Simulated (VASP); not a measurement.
# ZnS (Wurtzite-2H) (P6_3mc) in VASP: notebook

One crystal, ZnS (Wurtzite-2H), is run at these levels: PBE, BLYP, PW91, AM05; tasks: relaxation of cell and atoms.

Everything below comes from runs of VASP 6.6.1. Logs are shortened: lines on timing, memory, paths and dates and some standing lists are left out, and cuts for length are marked.

## Step 1: The crystal as given

Symmetry: P6_3mc, No. 186, hexagonal system. Conventional cell: a = 3.811 Å, b = 3.811 Å, c = 6.234 Å, α = 90.00°, β = 90.00°, γ = 120.00°. Zn (site symmetry 3m) is surrounded by 4 S at 2.31 to 2.40 Å. S (site symmetry 3m) is surrounded by 4 Zn at 2.31 to 2.40 Å.

## Step 2: Relaxation of cell and atoms, PBE

File INCAR:

```
  PREC = Accurate
  ENCUT = 600
  EDIFF = 1E-6
  ISMEAR = -1
  SIGMA = 0.05
  LREAL = F
  LASPH = T
  NELM = 80
  ALGO = Normal
  ISIF = 3
  LWAVE = F
  LCHARG = F
  GGA = PE
  IBRION = 2
  NSW = 60
  EDIFFG = -0.02
```

File KPOINTS:

```
Automatic mesh
0
Gamma
  8 8 5
```

File POSCAR:

```
ZnS
1.0
    3.8110000000      0.0000000000      0.0000000000
   -1.9055000000      3.3004228138      0.0000000000
    0.0000000000      0.0000000000      6.2340000000
Zn S
2 2
Direct
    0.6666666667      0.3333333333      0.5000000000
    0.3333333333      0.6666666667      0.0000000000
    0.6666666667      0.3333333333      0.8850000000
    0.3333333333      0.6666666667      0.3850000000
```

Potentials or basis: VASP PAW PBE potentials, release 54 (Zn, S).

Run with:

```sh
cat potpaw_PBE.54/Zn/POTCAR potpaw_PBE.54/S/POTCAR > POTCAR
mpirun -np 1 vasp_std > vasp.out
```

OUTCAR:

```text
PREC = Accurate
   ENCUT = 600
   EDIFF = 1E-6
   ISMEAR = -1
   LREAL = F
   LASPH = T
   NELM = 80
   ISIF = 3
   GGA = PE
   IBRION = 2
   NSW = 60
   EDIFFG = -0.02

 ion  position               nearest neighbor table
   1  0.667  0.333  0.500-   4 2.31   4 2.31   4 2.31   3 2.40
   2  0.333  0.667  0.000-   3 2.31   3 2.31   3 2.31   4 2.40
   3  0.667  0.333  0.885-   2 2.31   2 2.31   2 2.31   1 2.40
   4  0.333  0.667  0.385-   1 2.31   1 2.31   1 2.31   2 2.40

  LATTYP: Found a hexagonal cell.
 ALAT       =     3.8110000000
 C/A-ratio  =     1.6357911309

  Lattice vectors:

 A1 = (   3.8110000000,   0.0000000000,   0.0000000000)
 A2 = (  -1.9055000000,   3.3004228138,   0.0000000000)
 A3 = (   0.0000000000,   0.0000000000,   6.2340000000)

Analysis of symmetry for initial positions (statically):
=====================================================================
 Subroutine PRICEL returns:
 Original cell was already a primitive cell.

 Routine SETGRP: Setting up the symmetry group for a
 hexagonal supercell.

 Subroutine GETGRP returns: Found 12 space group operations
 (whereof  6 operations were pure point group operations)
 out of a pool of 24 trial point group operations.

The static configuration has the point symmetry C_3v.
 The point group associated with its full space group is C_6v.

Analysis of symmetry for dynamics (positions and initial velocities):
=====================================================================
 Subroutine PRICEL returns:
 Original cell was already a primitive cell.

 Routine SETGRP: Setting up the symmetry group for a
 hexagonal supercell.

 Subroutine GETGRP returns: Found 12 space group operations
 (whereof  6 operations were pure point group operations)
 out of a pool of 24 trial point group operations.

The dynamic configuration has the point symmetry C_3v.
 The point group associated with its full space group is C_6v.

 Subroutine INISYM returns: Found 12 space group operations
 (whereof  6 operations are pure point group operations),
 and found     1 'primitive' translations

----------------------------------------------------------------------------------------

                                     Primitive cell

  volume of cell :      78.4107

  direct lattice vectors                    reciprocal lattice vectors
     3.811000000  0.000000000  0.000000000     0.262398321  0.151495741  0.000000000
    -1.905500000  3.300422814  0.000000000     0.000000000  0.302991482  0.000000000
     0.000000000  0.000000000  6.234000000     0.000000000  0.000000000  0.160410651

  length of vectors
     3.811000000  3.811000000  6.234000000     0.302991482  0.302991482  0.160410651

  position of ions in fractional coordinates (direct lattice)
     0.666666667  0.333333333  0.500000000
     0.333333333  0.666666667  0.000000000
     0.666666667  0.333333333  0.885000000
     0.333333333  0.666666667  0.385000000

  ion indices of the primitive-cell ions
   primitive index   ion index
                 1           1
                 2           2
                 3           3
                 4           4

----------------------------------------------------------------------------------------

 KPOINTS: Automatic mesh

Automatic generation of k-mesh.
 Grid dimensions read from file:
 generate k-points for:    8    8    5

 Generating k-lattice:

  Cartesian coordinates                     Fractional coordinates (reciprocal lattice)
     0.032799790  0.018936968  0.000000000     0.125000000  0.000000000  0.000000000
     0.000000000  0.037873935  0.000000000     0.000000000  0.125000000  0.000000000
     0.000000000  0.000000000  0.032082130     0.000000000  0.000000000  0.200000000

  Length of vectors
     0.037873935  0.037873935  0.032082130

  Shift w.r.t. Gamma in fractional coordinates (k-lattice)
     0.000000000  0.000000000  0.000000000

 Subroutine IBZKPT returns following result:
 ===========================================

 Found     30 irreducible k-points:

 Following reciprocal coordinates:
            Coordinates               Weight
  0.000000  0.000000  0.000000      1.000000
  0.125000  0.000000  0.000000      6.000000
  0.250000  0.000000  0.000000      6.000000
  0.375000  0.000000  0.000000      6.000000
  0.500000  0.000000  0.000000      3.000000
  0.125000  0.125000  0.000000      6.000000
[... 16 lines left out ...]
  0.250000  0.000000  0.400000     12.000000
  0.375000  0.000000  0.400000     12.000000
 [... further k-points ...]
   k-points           NKPTS =     30   k-points in BZ     NKDIM =     30   number of bands    NBANDS=     22
   number of dos      NEDOS =    301   number of ions     NIONS =      4
   total plane-waves  NPLWV =  45000
   dimension x,y,z NGX =    30 NGY =   30 NGZ =   50
   dimension x,y,z NGXF=    60 NGYF=   60 NGZF=  100
   ions per type =               2   2
   NGX,Y,Z   is equivalent  to a cutoff of  13.09, 13.09, 13.33 a.u.
   NGXF,Y,Z  is equivalent  to a cutoff of  26.17, 26.17, 26.67 a.u.
 SYSTEM =  unknown system
   PREC   = accura    normal or accurate (medium, high low for compatibility)
   ISTART =      0    job   : 0-new  1-cont  2-samecut
   ICHARG =      2    charge: 1-file 2-atom 10-const
   ISPIN  =      1    spin polarized calculation?
   LNONCOLLINEAR =      F non collinear calculations
   LSORBIT =      F    spin-orbit coupling
   LASPH  =      T    aspherical Exc in radial PAW
   ENCUT  =  600.0 eV  44.10 Ry    6.64 a.u.   7.61  7.61 12.45*2*pi/ulx,y,z
   NELM   =     80;   NELMIN=  2; NELMDL= -5     # of ELM steps
   EDIFF  = 0.1E-05   stopping-criterion for ELM
   LREAL  =      F    real-space projection
   EDIFFG = -.2E-01   stopping-criterion for IOM
   NSW    =     60    number of steps for IOM
   IBRION =      2    ionic relax: 0-MD 1-quasi-New 2-CG
   NFREE  =      1    steps in history (QN), initial steepest desc. (CG)
   ISIF   =      3    stress and relaxation
   ISYM   =      2    0-nonsym 1-usesym 2-fastsym
   POTIM  = 0.5000    time-step for ionic-motion
   TEBEG  =    0.0;   TEEND  =   0.0 temperature during run
   PSTRESS=    0.0 pullay stress
   NELECT =      36.0000    total number of electrons
   NUPDOWN=      -1.0000    fix difference up-down
   EMIN   =  10.00;   EMAX   =-10.00  energy-range for DOS
   EFERMI =   0.00;   METHOD = LEGACY
   ISMEAR =    -1;   SIGMA  =   0.05  broadening in eV -4-tet -1-fermi 0-gaus
   EFERMI_NEDOS =   21; number of points for ismear=-14 and -15
   IALGO  =     38    algorithm
   IMIX   =      4    mixing-type and parameters
     AMIX     =   0.40;   BMIX     =  1.00
     AMIX_MAG =   1.60;   BMIX_MAG =  1.00
  volume/ion in A,a.u.               =      19.60       132.29
  Fermi-wavevector in a.u.,A,eV,Ry     =   1.262943  2.386617 21.701647  1.595026
  Thomas-Fermi vector in A             =   2.396326
   LORBIT       =      0    0 simple, 1 ext, 2 COOP (PROOUT), +10 PAW based schemes
   GGA     = PE    functional components
   LHFCALC =     F    Hartree Fock is set to
   AEXX    =    0.0000 exact exchange contribution
   IVDW    =     0    specifies the selected vdW correction
   LEPSILON=     F    determine dielectric tensor
   LRPA    =     F    only Hartree local field effects (RPA)
 conjugate gradient relaxation of ions
 non-spin polarized calculation
  energy-cutoff  :      600.00
  volume of cell :       78.41
 maximum number of plane-waves:      2643
   NGX = 15   NGY = 15   NGZ = 25

--------------------------------------- Ionic step        1  -------------------------------------------

 number of electron      36.0000045 magnetization

 Free energy of the ion-electron system (eV)
  ---------------------------------------------------
  ext. energy  EPLUGINS =         0.00000000
  ---------------------------------------------------
  free energy    TOTEN  =       -13.65396175 eV

  energy without entropy =      -13.65396175  energy(sigma->0) =      -13.65396175

------------------------ aborting loop because EDIFF is reached ----------------------------------------

  FORCE on cell =-STRESS in cart. coord.  units (eV):
  Direction    XX          YY          ZZ          XY          YZ          ZX
  --------------------------------------------------------------------------------------
  -------------------------------------------------------------------------------------
  Total        1.5544260      1.5544260      0.5443930      0.0000000      0.0000000      0.0000000
  in kB       31.7618146     31.7618146     11.1236618      0.0000000      0.0000000      0.0000000
  external PRESSURE =      24.8824303 kB  Pullay stress =       0.0000000 kB
[... 95 lines left out ...]
  FREE ENERGIE OF THE ION-ELECTRON SYSTEM (eV)
  ---------------------------------------------------
  free  energy   TOTEN  =       -13.6868620432 eV

  energy  without entropy=      -13.6868620431  energy(sigma->0) =      -13.68686204

[... ionic steps 4 to 7 ...]

--------------------------------------- Ionic step        8  -------------------------------------------

 number of electron      36.0000005 magnetization

------------------------ aborting loop because EDIFF is reached ----------------------------------------

  FORCE on cell =-STRESS in cart. coord.  units (eV):
  Direction    XX          YY          ZZ          XY          YZ          ZX
  --------------------------------------------------------------------------------------
  -------------------------------------------------------------------------------------
  Total       -0.1290922     -0.1290922      0.3562247      0.0000000     -0.0000000      0.0000000
  in kB       -2.5600544     -2.5600544      7.0643675      0.0000000     -0.0000000      0.0000000
  external PRESSURE =       0.6480862 kB  Pullay stress =       0.0000000 kB
[... 61 lines left out ...]
  energy  without entropy=      -13.6930530304  energy(sigma->0) =      -13.69305303

--------------------------------------- Ionic step       10  -------------------------------------------

 number of electron      36.0000017 magnetization

 Free energy of the ion-electron system (eV)
  ---------------------------------------------------
  ext. energy  EPLUGINS =         0.00000000
  ---------------------------------------------------
  free energy    TOTEN  =       -13.69309139 eV

  energy without entropy =      -13.69309139  energy(sigma->0) =      -13.69309139

 E-fermi :   2.9315     XC(G=0):  -9.5138

 val. band max:        1.9082398013   @ k =   0.0000   0.0000   0.0000
 cond. band min:       3.9889291084   @ k =   0.0000   0.0000   0.0000
 fundamental gap:      2.0806893071
 Fermi energy:         2.9315411105

 k-point     1 :       0.0000    0.0000    0.0000
  band No.  band energies     occupation
      1     -11.0950      2.00000
      2     -10.2076      2.00000
      3      -4.3440      2.00000
      4      -4.3342      2.00000
      5      -4.3342      2.00000
      6      -4.2566      2.00000
[... 574 lines left out ...]
      6      -4.1397      2.00000
[... 14 lines left out ...]
     21       7.2401      0.00000
     22       7.6513      0.00000

 [... further k-points ...]

------------------------ aborting loop because EDIFF is reached ----------------------------------------

  FORCE on cell =-STRESS in cart. coord.  units (eV):
  Direction    XX          YY          ZZ          XY          YZ          ZX
  --------------------------------------------------------------------------------------
  -------------------------------------------------------------------------------------
  Total        0.0681318      0.0681318      0.0418068      0.0000000      0.0000000      0.0000000
  in kB        1.3512953      1.3512953      0.8291770      0.0000000      0.0000000      0.0000000
  external PRESSURE =       1.1772559 kB  Pullay stress =       0.0000000 kB
[... 19 lines left out ...]
  FREE ENERGIE OF THE ION-ELECTRON SYSTEM (eV)
  ---------------------------------------------------
  free  energy   TOTEN  =       -13.6930913879 eV

  energy  without entropy=      -13.6930913879  energy(sigma->0) =      -13.69309139

 reached required accuracy - stopping structural energy minimisation
```

Run time: 3.4 min. Hardware: 1 thread of Intel Xeon 6975P-C (Granite Rapids), shared host; peak memory 0.23 GiB.

What came out:

```
Free energy                            : -13.6931 eV
Relaxed volume                         : 20.20 Å³/atom
Relaxed cell                           : a = 3.846 Å, b = 3.846 Å, c = 6.307 Å, α = 90.00°, β = 90.00°, γ = 120.00°
Space group after relaxing (to 0.05 Å) : P6_3mc (No. 186)
Energy gained by relaxing              : 9.8 meV/atom
Ionic steps                            : 10
Pressure after relaxing                : 0.1 GPa
Largest force after relaxing           : 0.008 eV/Å
Band gap on the k mesh                 : 2.08 eV, direct
```

Forces in eV/Å, atoms in the order of the input:
```
Zn   0.000  0.000  0.008
Zn   0.000  0.000  0.008
S    0.000  0.000 -0.008
S    0.000  0.000 -0.008
```

Step by step:
```csv
step,energy change (eV),largest force (eV/Å),pressure (GPa),volume (Å³)
1,0.0000,0.3225,2.49,78.41
2,-0.0316,0.0914,-0.83,81.91
3,-0.0329,0.1291,-0.21,81.29
4,-0.0329,0.1248,-0.32,81.36
5,-0.0361,0.0678,-0.13,81.11
6,-0.0376,0.0134,-0.02,80.89
7,-0.0357,0.1079,0.46,80.44
8,-0.0377,0.0098,0.06,80.79
9,-0.0391,0.0054,0.12,80.78
10,-0.0391,0.0082,0.12,80.78
```

Final structure:
```
Zn S
1.0
     3.84578    0.00000    0.00000
    -1.92289    3.33055    0.00000
     0.00000    0.00000    6.30681
Zn S
2 2
Direct
  0.66667 0.33333 0.50512
  0.33333 0.66667 0.00512
  0.66667 0.33333 0.87988
  0.33333 0.66667 0.37988
```

Levels at points of the mesh, in eV from the valence-band top:
| k point | band 15 | band 16 | band 17 | band 18 | band 19 | band 20 | band 21 | band 22 |
| --- | --- | --- | --- | --- | --- | --- | --- | --- |
| (0.00, 0.00, 0.00) | -0.85 | -0.07 | 0.00 | 0.00 | 2.08 | 3.05 | 6.33 | 6.33 |
| (0.50, 0.00, 0.00) | -3.14 | -2.14 | -1.60 | -0.85 | 3.69 | 4.18 | 5.14 | 6.94 |

Expect the measured gap to be larger: semilocal functionals such as PBE lack the derivative discontinuity. PBE usually gives volumes a little too large and moduli too small.

## Step 3: Relaxation of cell and atoms, PBE

File INCAR:

```
SYSTEM = ZnS
PREC = Accurate
ENCUT = 580
EDIFF = 1E-7
ISMEAR = -1
SIGMA = 0.05
LREAL = .FALSE.
LASPH = .TRUE.
NELM = 80
ALGO = Fast
ISIF = 3
LWAVE = .FALSE.
LCHARG = .FALSE.
GGA = PE
IBRION = 2
NSW = 40
EDIFFG = -0.01
```

File KPOINTS:

```
regular mesh
0
G
  8 8 5
  0 0 0
```

POSCAR is that of step 2.

Potentials or basis: VASP PAW PBE potentials, release 54 (Zn, S).

Run with:

```sh
cat potpaw_PBE.54/Zn/POTCAR potpaw_PBE.54/S/POTCAR > POTCAR
mpirun -np 1 vasp_std > vasp.out
```

It took 4 min on 1 thread of Intel Xeon 6975P-C (Granite Rapids), shared host; peak memory 0.23 GiB.

The run converged. Its results:

```
Free energy                            : -13.6932 eV
Relaxed volume                         : 20.24 Å³/atom
Relaxed cell                           : a = 3.849 Å, b = 3.849 Å, c = 6.312 Å, α = 90.00°, β = 90.00°, γ = 120.00°
Space group after relaxing (to 0.05 Å) : P6_3mc (No. 186)
Energy gained by relaxing              : 9.8 meV/atom
Ionic steps                            : 9
Pressure after relaxing                : 0.0 GPa
Largest force after relaxing           : 0.003 eV/Å
Band gap on the k mesh                 : 2.07 eV, direct
```

Forces on the atoms (eV/Å):
```
Zn   0.000  0.000  0.003
Zn   0.000  0.000  0.003
S    0.000  0.000 -0.003
S    0.000  0.000 -0.003
```

Step by step:
```tsv
step	energy change (eV)	largest force (eV/Å)	pressure (GPa)	volume (Å³)
1	0.0000	0.3227	2.49	78.41
2	-0.0316	0.0912	-0.82	81.92
3	-0.0329	0.1288	-0.31	81.30
4	-0.0361	0.0713	-0.07	81.04
5	-0.0375	0.0047	0.10	80.77
6	-0.0390	0.0140	0.08	80.83
7	-0.0391	0.0177	0.06	80.86
8	-0.0391	0.0180	0.05	80.86
9	-0.0392	0.0031	-0.05	80.97
```

Final structure:
```xyz
4
Lattice="3.8486 0.0000 0.0000 -1.9243 3.3330 0.0000 0.0000 0.0000 6.3121" Properties=species:S:1:pos:R:3 pbc="T T T"
Zn    1.9243    1.1110    3.1888
Zn    0.0000    2.2220    0.0328
S     1.9243    1.1110    5.5534
S     0.0000    2.2220    2.3973
```

Levels at points of the mesh, in eV from the valence-band top:
| k point | band 14 | band 15 | band 16 | band 17 | band 18 | band 19 | band 20 | band 21 | band 22 |
| --- | --- | --- | --- | --- | --- | --- | --- | --- | --- |
| (0.00, 0.00, 0.00) | -0.85 | -0.85 | -0.07 | 0.00 | 0.00 | 2.07 | 3.05 | 6.33 | 6.33 |
| (0.50, 0.00, 0.00) | -4.00 | -3.13 | -2.13 | -1.60 | -0.84 | 3.69 | 4.17 | 5.14 | 6.93 |

[end of part 1 of 2]
